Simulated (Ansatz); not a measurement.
# A vibration from a frozen displacement in InP

These are results of DFT PBE, scalar-relativistic, plane waves, PAW (Ansatz 0.2.0), not measurements. Cutoff 420 eV, Γ-centred 12×12×12 k-points, Gaussian smearing of 0.15 eV. No spin polarisation. Energies are free energies at this smearing, counted from the undisturbed cell; pressure is positive in compression.

The starting cell (relaxed at this level; this rock-salt form isn't the usual structure):

```yaml
crystal:
  lattice:
    - [5.54032, 0.00000, 0.00000]
    - [0.00000, -5.54032, 0.00000]
    - [0.00000, 0.00000, -5.54032]
  atoms:
    - { symbol: In, position: [0.00000, 0.00000, 0.00000] }
    - { symbol: In, position: [0.50000, 0.50000, 0.00000] }
    - { symbol: In, position: [0.50000, 0.00000, 0.50000] }
    - { symbol: In, position: [0.00000, 0.50000, 0.50000] }
    - { symbol: P, position: [0.50000, 0.00000, 0.00000] }
    - { symbol: P, position: [0.00000, 0.50000, 0.00000] }
    - { symbol: P, position: [0.00000, 0.00000, 0.50000] }
    - { symbol: P, position: [0.50000, 0.50000, 0.50000] }
```

Atom 1 (In) is moved by x along the Cartesian unit vector (0.000, 0.000, 1.000); the cell and all other atoms stay fixed. The cell's volume is 170.06 Å³; the moved atoms weigh 114.818 u together and the others 468.349 u.

| x (Å) | ΔE (meV/cell) | total force on the moved atoms along the move (eV/Å) | pressure (GPa) |
| --- | --- | --- | --- |
| -0.1000 | 15.23 | 0.3132 | 0.0363 |
| -0.0600 | 5.38 | 0.1813 | -0.0160 |
| 0.0000 | 0.00 | 0.0000 | -0.0452 |
| 0.0800 | 9.65 | -0.2455 | 0.0068 |

Problem. What frequency belongs to this motion?

Solution. The force constant is k = −dF/dx = 3.042 eV/Å², from the parabola through x = -0.0600, 0 and 0.0800. In every cell the moved atoms swing against the rest, so the mass is μ = m₁m₂/(m₁ + m₂) = 92.212 u, and ν̃ = 521.5 cm⁻¹ × √(|k|/μ) = 95 cm⁻¹. The pattern needn't be a normal mode: ν̃² is then a weighted mean of the squared nonzero frequencies at the zone centre of this cell, so it lies between the lowest and the highest of them.

Problem. How far does the harmonic law reach?

Solution. At x = -0.100 Å, kx²/2 = 15.21 meV against the computed 15.23 meV (+0.1 %): the well is still close to harmonic there.

In a metal these slopes depend on the k mesh and the smearing.